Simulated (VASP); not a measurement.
# C (P6_3/mmc) in VASP: notebook

One crystal, C, is run at these levels: PBE+D3(BJ); tasks: relaxation of cell and atoms, vibrations by finite differences.

All numbers are computed with VASP 6.6.1; they aren't measurements. Logs are shortened: lines on timing, memory, paths and dates and some standing lists are left out, and cuts for length are marked.

## Step 1: Starting point

It takes space group P6_3/mmc (No. 194, hexagonal). The conventional cell has a = 2.456 Å, b = 2.456 Å, c = 6.696 Å, α = 90.00°, β = 90.00°, γ = 120.00°. C (site symmetry -6m2) has 3 C at 1.42 Å as nearest neighbours. C (site symmetry -6m2) is surrounded by 3 C at 1.42 Å.

## Step 2: Relaxation of cell and atoms, PBE+D3(BJ)

Contents of INCAR:

```
SYSTEM = C
  ALGO = Normal
  EDIFF = 1E-7
  EDIFFG = -0.15
  ENCUT = 520
  GGA = PE
  IBRION = 2
  ISIF = 3
  ISMEAR = 0
  IVDW = 12
  KPAR = 4
  LASPH = .TRUE.
  LCHARG = .FALSE.
  LREAL = .FALSE.
  LWAVE = .FALSE.
  NELM = 60
  NSW = 80
  PREC = Accurate
  SIGMA = 0.02
```

Contents of KPOINTS:

```
k-points
0
G
  15 15 6
  0 0 0
```

Contents of POSCAR:

```
C
1.0
    2.4560000000      0.0000000000      0.0000000000
   -1.2280000000      2.1269583900      0.0000000000
    0.0000000000      0.0000000000      6.6960000000
C
4
Direct
    0.0000000000      0.0000000000      0.7500000000
    0.0000000000      0.0000000000      0.2500000000
    0.3333333300      0.6666666700      0.7500000000
    0.6666666700      0.3333333300      0.2500000000
```

Potentials or basis: VASP PAW PBE potentials, release 64 (C).

On the command line:

```bash
$ cat potpaw_PBE.64/C/POTCAR > POTCAR
$ mpirun -np 4 vasp_std > vasp.out
```

OUTCAR:

```text
SYSTEM = C
   EDIFF = 1E-7
   EDIFFG = -0.15
   ENCUT = 520
   GGA = PE
   IBRION = 2
   ISIF = 3
   ISMEAR = 0
   IVDW = 12
   LASPH = .TRUE.
   LREAL = .FALSE.
   NELM = 60
   NSW = 80
   PREC = Accurate
 IVDW          = 12

 ion  position               nearest neighbor table
   1  0.000  0.000  0.750-   3 1.42   3 1.42   3 1.42
   2  0.000  0.000  0.250-   4 1.42   4 1.42   4 1.42
   3  0.333  0.667  0.750-   1 1.42   1 1.42   1 1.42
   4  0.667  0.333  0.250-   2 1.42   2 1.42   2 1.42

  LATTYP: Found a hexagonal cell.
 ALAT       =     2.4560000000
 C/A-ratio  =     2.7263843648

  Lattice vectors:

 A1 = (   2.4560000000,   0.0000000000,   0.0000000000)
 A2 = (  -1.2280000000,   2.1269583900,   0.0000000000)
 A3 = (   0.0000000000,   0.0000000000,   6.6960000000)

Analysis of symmetry for initial positions (statically):
=====================================================================
 Subroutine PRICEL returns:
 Original cell was already a primitive cell.

 Routine SETGRP: Setting up the symmetry group for a
 hexagonal supercell.

 Subroutine GETGRP returns: Found 24 space group operations
 (whereof 12 operations were pure point group operations)
 out of a pool of 24 trial point group operations.

The static configuration has the point symmetry D_3d.
 The point group associated with its full space group is D_6h.

Analysis of symmetry for dynamics (positions and initial velocities):
=====================================================================
 Subroutine PRICEL returns:
 Original cell was already a primitive cell.

 Routine SETGRP: Setting up the symmetry group for a
 hexagonal supercell.

 Subroutine GETGRP returns: Found 24 space group operations
 (whereof 12 operations were pure point group operations)
 out of a pool of 24 trial point group operations.

The dynamic configuration has the point symmetry D_3d.
 The point group associated with its full space group is D_6h.

 Subroutine INISYM returns: Found 24 space group operations
 (whereof 12 operations are pure point group operations),
 and found     1 'primitive' translations

----------------------------------------------------------------------------------------

                                     Primitive cell

  volume of cell :      34.9786

  direct lattice vectors                    reciprocal lattice vectors
     2.456000000  0.000000000  0.000000000     0.407166124  0.235077471  0.000000000
    -1.228000000  2.126958390  0.000000000     0.000000000  0.470154943  0.000000000
     0.000000000  0.000000000  6.696000000     0.000000000  0.000000000  0.149342891

  length of vectors
     2.456000000  2.455999999  6.696000000     0.470154942  0.470154943  0.149342891

  position of ions in fractional coordinates (direct lattice)
     0.000000000  0.000000000  0.750000000
     0.000000000  0.000000000  0.250000000
     0.333333330  0.666666670  0.750000000
     0.666666670  0.333333330  0.250000000

  ion indices of the primitive-cell ions
   primitive index   ion index
                 1           1
                 2           2
                 3           3
                 4           4

----------------------------------------------------------------------------------------

 KPOINTS: k-points

Automatic generation of k-mesh.
 Grid dimensions read from file:
 generate k-points for:   15   15    6

 Generating k-lattice:

  Cartesian coordinates                     Fractional coordinates (reciprocal lattice)
     0.027144408  0.015671831  0.000000000     0.066666667  0.000000000  0.000000000
     0.000000000  0.031343663  0.000000000     0.000000000  0.066666667  0.000000000
     0.000000000  0.000000000  0.024890482     0.000000000  0.000000000  0.166666667

  Length of vectors
     0.031343663  0.031343663  0.024890482

  Shift w.r.t. Gamma in fractional coordinates (k-lattice)
     0.000000000  0.000000000  0.000000000

 Subroutine IBZKPT returns following result:
 ===========================================

 Found    108 irreducible k-points:

 Following reciprocal coordinates:
            Coordinates               Weight
  0.000000  0.000000  0.000000      1.000000
  0.066667  0.000000  0.000000      6.000000
  0.133333  0.000000  0.000000      6.000000
  0.200000 -0.000000  0.000000      6.000000
  0.266667  0.000000  0.000000      6.000000
  0.333333  0.000000  0.000000      6.000000
[... 16 lines left out ...]
  0.333333  0.200000  0.000000     12.000000
  0.400000  0.200000  0.000000      6.000000
 [... further k-points ...]
   k-points           NKPTS =    108   k-points in BZ     NKDIM =    108   number of bands    NBANDS=     12
   number of dos      NEDOS =    301   number of ions     NIONS =      4
   total plane-waves  NPLWV =  16200
   dimension x,y,z NGX =    18 NGY =   18 NGZ =   50
   dimension x,y,z NGXF=    36 NGYF=   36 NGZF=  100
   ions per type =               4
   NGX,Y,Z   is equivalent  to a cutoff of  12.18, 12.18, 12.41 a.u.
   NGXF,Y,Z  is equivalent  to a cutoff of  24.37, 24.37, 24.83 a.u.
 SYSTEM =  C
   PREC   = accura    normal or accurate (medium, high low for compatibility)
   ISTART =      0    job   : 0-new  1-cont  2-samecut
   ICHARG =      2    charge: 1-file 2-atom 10-const
   ISPIN  =      1    spin polarized calculation?
   LNONCOLLINEAR =      F non collinear calculations
   LSORBIT =      F    spin-orbit coupling
   LASPH  =      T    aspherical Exc in radial PAW
   ENCUT  =  520.0 eV  38.22 Ry    6.18 a.u.   4.57  4.57 12.45*2*pi/ulx,y,z
   NELM   =     60;   NELMIN=  2; NELMDL= -5     # of ELM steps
   EDIFF  = 0.1E-06   stopping-criterion for ELM
   LREAL  =      F    real-space projection
   EDIFFG = -.1E+00   stopping-criterion for IOM
   NSW    =     80    number of steps for IOM
   IBRION =      2    ionic relax: 0-MD 1-quasi-New 2-CG
   NFREE  =      1    steps in history (QN), initial steepest desc. (CG)
   ISIF   =      3    stress and relaxation
   ISYM   =      2    0-nonsym 1-usesym 2-fastsym
   POTIM  = 0.5000    time-step for ionic-motion
   TEBEG  =    0.0;   TEEND  =   0.0 temperature during run
   PSTRESS=    0.0 pullay stress
   NELECT =      16.0000    total number of electrons
   NUPDOWN=      -1.0000    fix difference up-down
   EMIN   =  10.00;   EMAX   =-10.00  energy-range for DOS
   EFERMI =   0.00;   METHOD = LEGACY
   ISMEAR =     0;   SIGMA  =   0.02  broadening in eV -4-tet -1-fermi 0-gaus
   EFERMI_NEDOS =   21; number of points for ismear=-14 and -15
   IALGO  =     38    algorithm
   IMIX   =      4    mixing-type and parameters
     AMIX     =   0.40;   BMIX     =  1.00
     AMIX_MAG =   1.60;   BMIX_MAG =  1.00
  volume/ion in A,a.u.               =       8.74        59.01
  Fermi-wavevector in a.u.,A,eV,Ry     =   1.261384  2.383670 21.648079  1.591089
  Thomas-Fermi vector in A             =   2.394846
   LORBIT       =      0    0 simple, 1 ext, 2 COOP (PROOUT), +10 PAW based schemes
   GGA     = PE    functional components
   LHFCALC =     F    Hartree Fock is set to
   AEXX    =    0.0000 exact exchange contribution
   IVDW    =    12    specifies the selected vdW correction
   LEPSILON=     F    determine dielectric tensor
   LRPA    =     F    only Hartree local field effects (RPA)
 conjugate gradient relaxation of ions
 non-spin polarized calculation
 Gauss-broadening in eV      SIGMA  =   0.02
  energy-cutoff  :      520.00
  volume of cell :       34.98
 maximum number of plane-waves:       979
   NGX =  9   NGY =  9   NGZ = 25

--------------------------------------- Ionic step        1  -------------------------------------------

 number of electron      15.9999994 magnetization

 Free energy of the ion-electron system (eV)
  ---------------------------------------------------
  ext. energy  EPLUGINS =         0.00000000
  ---------------------------------------------------
  free energy    TOTEN  =       -36.83428581 eV

  energy without entropy =      -36.83410830  energy(sigma->0) =      -36.83419706

------------------------ aborting loop because EDIFF is reached ----------------------------------------

 Edisp (eV)   -0.62732

 E8    (eV) :    -0.1778

  FORCE on cell =-STRESS in cart. coord.  units (eV):
  Direction    XX          YY          ZZ          XY          YZ          ZX
  --------------------------------------------------------------------------------------
  -------------------------------------------------------------------------------------
  Total       1.22838     1.22838     0.02048     0.00000    -0.00000     0.00000
  in kB      56.26530    56.26530     0.93802     0.00000    -0.00000     0.00000
  external pressure =       37.82 kB  Pullay stress =        0.00 kB
[... 65 lines left out ...]
  energy  without entropy=      -37.4353746390  energy(sigma->0) =      -37.43546143

--------------------------------------- Ionic step        3  -------------------------------------------

 number of electron      15.9999994 magnetization

 Free energy of the ion-electron system (eV)
  ---------------------------------------------------
  ext. energy  EPLUGINS =         0.00000000
  ---------------------------------------------------
  free energy    TOTEN  =       -36.83999482 eV

  energy without entropy =      -36.83981844  energy(sigma->0) =      -36.83990663

 E-fermi :   4.6789     XC(G=0): -10.3339

 val. band max:        4.6767595834   @ k =   0.3333   0.3333   0.5000
 cond. band min:       4.6879172605   @ k =   0.3333   0.3333   0.3333
 fundamental gap:      0.0111576771
 Fermi energy:         4.6788635947

 k-point     1 :       0.0000    0.0000    0.0000
  band No.  band energies     occupation
      1     -14.9554      2.00000
      2     -14.6502      2.00000
      3      -3.8257      2.00000
      4      -1.8374      2.00000
      5       1.6665      2.00000
      6       1.6665      2.00000
      7       1.6854      2.00000
      8       1.6854      2.00000
      9       8.9951      0.00000
     10      12.9946      0.00000
     11      12.9992      0.00000
     12      13.0474      0.00000
[... 331 lines left out ...]
 k-point    24 :       0.4000    0.2000    0.0000
  band No.  band energies     occupation
      1      -9.0156      2.00000
      2      -8.9082      2.00000
      3      -7.9911      2.00000
      4      -7.9228      2.00000
      5      -4.1761      2.00000
      6      -4.0712      2.00000
      7       2.7750      2.00000
      8       3.4475      2.00000
      9       6.0434      0.00000
     10       6.1734      0.00000
     11      15.1794      0.00000
     12      15.8461      0.00000

 [... further k-points ...]

------------------------ aborting loop because EDIFF is reached ----------------------------------------

 Edisp (eV)   -0.62675

 E8    (eV) :    -0.1777

  FORCE on cell =-STRESS in cart. coord.  units (eV):
  Direction    XX          YY          ZZ          XY          YZ          ZX
  --------------------------------------------------------------------------------------
  -------------------------------------------------------------------------------------
  Total      -0.01386    -0.01386     0.02803     0.00000     0.00000     0.00000
  in kB      -0.62928    -0.62928     1.27299     0.00000     0.00000     0.00000
  external pressure =        0.00 kB  Pullay stress =        0.00 kB
[... 19 lines left out ...]
  FREE ENERGIE OF THE ION-ELECTRON SYSTEM (eV)
  ---------------------------------------------------
  free  energy   TOTEN  =       -37.4667489871 eV

  energy  without entropy=      -37.4665726078  energy(sigma->0) =      -37.46666080

 reached required accuracy - stopping structural energy minimisation
```

It took 11 s on 4 MPI ranks of AMD EPYC 9R45 (Zen 5), shared host; peak memory 0.15 GiB.

Results:

```
Free energy                            : -37.4667 eV
Relaxed volume                         : 8.82 Å³/atom
Relaxed cell                           : a = 2.466 Å, b = 2.466 Å, c = 6.696 Å, α = 90.00°, β = 90.00°, γ = 120.00°
Space group after relaxing (to 0.05 Å) : P6_3/mmc (No. 194)
Energy gained by relaxing              : 1.3 meV/atom
Ionic steps                            : 3
Pressure after relaxing                : 0.0 GPa
Band gap on the k mesh                 : none (metal or under the smearing width)
Dispersion energy per atom             : -0.157 eV
```

Stress tensor (GPa, compression positive):
```
-0.06  0.00  0.00
 0.00 -0.06  0.00
 0.00  0.00  0.13
```

Step by step:
```tsv
step	energy change (eV)	largest force (eV/Å)	pressure (GPa)	volume (Å³)
1	0.0000	0.0000	3.78	34.98
2	0.0261	0.0000	-8.65	36.03
3	-0.0051	0.0000	0.00	35.28
```

Final structure:
```yaml
crystal:
  lattice:
    - [2.46646, 0.00000, 0.00000]
    - [-1.23323, 2.13602, 0.00000]
    - [0.00000, 0.00000, 6.69648]
  atoms:
    - { symbol: C, position: [0.00000, 0.00000, 0.75000] }
    - { symbol: C, position: [0.00000, 0.00000, 0.25000] }
    - { symbol: C, position: [0.33333, 0.66667, 0.75000] }
    - { symbol: C, position: [0.66667, 0.33333, 0.25000] }
```

Levels at points of the mesh, in eV from the Fermi level:
```
           k point  band 6  band 7  band 8  band 9  band 10  band 11
(0.00, 0.00, 0.00)   -3.01   -2.99   -2.99    4.32     8.32     8.32
(0.00, 0.00, 0.50)   -3.00   -3.00   -3.00    6.97     6.97     8.34
```

Caveat: the relaxation stopped at a loose force limit of 0.15 eV/Å, so its end isn't a converged minimum. Zero-point motion and thermal expansion aren't in these numbers.

[end of part 1 of 2]
